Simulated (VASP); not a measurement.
A run of VASP 6.6.1:

INCAR

```
  ALGO = Fast
  EDIFF = 1E-6
  ENCUT = 520
  GGA = PE
  ISIF = 2
  ISMEAR = 0
  LASPH = T
  LCHARG = F
  LREAL = F
  LWAVE = F
  NBANDS = 16
  NELM = 100
  PREC = Accurate
  SIGMA = 0.01
```

The input KPOINTS:

```
k-points
0
Gamma
  10 10 10
```

POSCAR

```
GaP
1.0
    0.0000000000      2.6503045514      2.6503045514
    2.6503045514      0.0000000000      2.6503045514
    2.6503045514      2.6503045514      0.0000000000
Ga P
1 1
Direct
    0.0000000000      0.0000000000      0.0000000000
    0.2500000000      0.2500000000      0.2500000000
```

Potentials or basis: VASP PAW PBE potentials, release 64 (Ga_d, P).

Run with:

```bash
$ cat potpaw_PBE.64/Ga_d/POTCAR potpaw_PBE.64/P/POTCAR > POTCAR
$ mpirun -np 1 vasp_std > vasp.out
```

Hardware: 1 thread of Intel(R) Xeon(R) 6975P-C (Granite Rapids), with other jobs on the host.

Q: How long does it take, and how much memory?

A: It took 13 s on 1 thread of Intel(R) Xeon(R) 6975P-C (Granite Rapids), with other jobs on the host, peak memory 0.17 GiB. Counts: scf iterations 13, k points 47.
